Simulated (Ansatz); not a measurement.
## Squeezing Sc (fcc type)

```xyz
1
Lattice="0.0000 2.3125 2.3125 2.3125 0.0000 2.3125 2.3125 2.3125 0.0000" Properties=species:S:1:pos:R:3 pbc="T T T"
Sc    0.0000    0.0000    0.0000
```

The cell comes from a relaxation on PAW files under the same functional, begun from a prototype that needn't be the stable phase.

Its volume is scaled at fixed shape and fractional positions.

Level of theory: DFT with PBE, scalar-relativistic, in Ansatz 0.2.0; a Γ-centred 16×16×16 k mesh, Fermi–Dirac smearing of 0.08 eV, no spin polarisation. LAPW: all electrons, basis error target 1 meV/atom; PAW: frozen-core files, cutoff 420 eV; crystal datasets: all electrons, by PAW datasets that the program makes for each cell; norm-conserving: pseudopotentials, cutoff 1061 eV; PAW (cutoff 250 eV): frozen-core files, cutoff 250 eV.

Energies are extrapolated to zero smearing and count from the unscaled cell; pressure is positive in compression; gaps take the mesh and a band path. No temperature or zero-point motion is included.

The structure type is held throughout; the real material can change phase at far lower pressure.

```tsv
V/V0	V (Å³/atom)	P LAPW (GPa)	ΔE LAPW (eV/atom)	P PAW − LAPW (GPa)	ΔE PAW − LAPW (meV/atom)
1.00	24.73	-0.02	0.000	0.00	0.0
0.88	21.77	?	0.063	0.00	0.0
0.78	19.29	18.55	0.258	0.01	0.1
0.68	16.82	35.4	0.662	0.02	0.4
0.58	14.35	62.9	?	0.05	0.9
0.50	12.37	96.8	2.377	0.11	1.9
0.43	10.64	141.5	3.648	0.16	3.3
```

(1) Fill in "ΔE LAPW (eV/atom)" for the row "0.58".

(2) Fill in "P LAPW (GPa)" for the row "0.88".

(3) Fit the Vinet equation to the LAPW pressures over the whole range, with residuals weighted by 1/(|P| + 0.03·Pmax).

(4) From the table, what is the rise of the enthalpy H = E + pV up to the last row, and how stiff is the crystal between the last two rows?

(5) At the smallest volume, how far do crystal datasets and norm-conserving and PAW (cutoff 250 eV) lie from LAPW in pressure?

(6) How do the Löwdin populations by LAPW change from the unscaled cell to the last row?

Answers

(1) 1.403.

(2) 7.91.

(3) V0 = 24.72 Å³/atom, B0 = 52 GPa and B0′ = 3.06, and the fit misses no point by more than 1.5 GPa. A fit over so wide a range pins B0 less well than one near rest.

(4) ΔH = 3.648 eV + (141.5 GPa × 10.64 Å³ + 0.02 GPa × 24.73 Å³) × 0.006242 eV/(GPa·Å³) = 13.05 eV/atom, of which pV makes 72 %. The mean bulk modulus there is −ΔP/Δln V = 297 GPa.

(5) crystal datasets: 0.00 GPa; norm-conserving: -0.60 GPa; PAW (cutoff 250 eV): +2.79 GPa, on a LAPW pressure of 141.5 GPa.

(6) Sc 3s 1.97 → 1.87, Sc 4s 0.96 → 0.46, Sc 3p 5.99 → 5.86, Sc 3d 1.94 → 2.78 electrons an atom. These are projections on the shells that the free atoms fill; 0.14 e a cell lies outside them at the start and 0.03 e at the end.
